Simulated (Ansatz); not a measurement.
The system is Sn.

```
CELL_PARAMETERS angstrom
-1.66644 1.70779 2.18280
1.79387 -1.85892 2.39165
1.69371 1.88544 -2.29756
ATOMIC_POSITIONS crystal
Sn 0.00000 0.00000 0.00000
```

This isn't the form of Sn at room conditions, which is tetragonal (white tin).

The cell isn't the ideal one: cell sheared at random, sigma 0.06, atoms nudged by 0.01 Å.

* Program: Ansatz 0.2.0
* Task: relaxation of cell and atoms
* Functional: PBEsol0
* Potentials or basis: Ansatz PAW
* Cutoff: 420 eV (not typed: the program's choice for these potentials)
* k mesh: 5 × 5 × 5
* Occupations: fermi-dirac, width 0.05 eV
* Spin: no spin polarisation

At the start: volume 28.61 Å³/atom.

How do energy, volume and symmetry change on relaxing?

It ends after 6 steps and the volume is 26.14 Å³/atom (-8.6 %); space group Immm (No. 71, to 0.05 Å).

The path:
| step | energy change (eV) | largest force (eV/Å) | volume (Å³) |
| --- | --- | --- | --- |
| 1 | 0.0000 | 0.0000 | 28.61 |
| 2 | -0.0540 | 0.0000 | 26.57 |
| 3 | -0.0589 | 0.0000 | 25.95 |
| 4 | -0.0595 | 0.0000 | 26.14 |
| 5 | -0.0595 | 0.0000 | 26.14 |
| 6 | -0.0590 | 0.0000 | 26.14 |

Final structure:
```
Sn
1.0
    -1.58763    1.59085    2.20412
     1.69466   -1.69464    2.37509
     1.68753    1.79131   -2.29093
Sn
1
Cartesian
  0.0000 0.0000 0.0000
```

Caveat: the k mesh is coarse (spacing up to 0.50 Å⁻¹), so the values aren't converged, least of all with exact exchange; the plane-wave basis is chosen anew once the cell has moved, so the energies of steps on either side of that aren't comparable; the PAW data sets come from PBE, with cores solved anew for the run's functional, which leaves a small shift of forces and pressure.
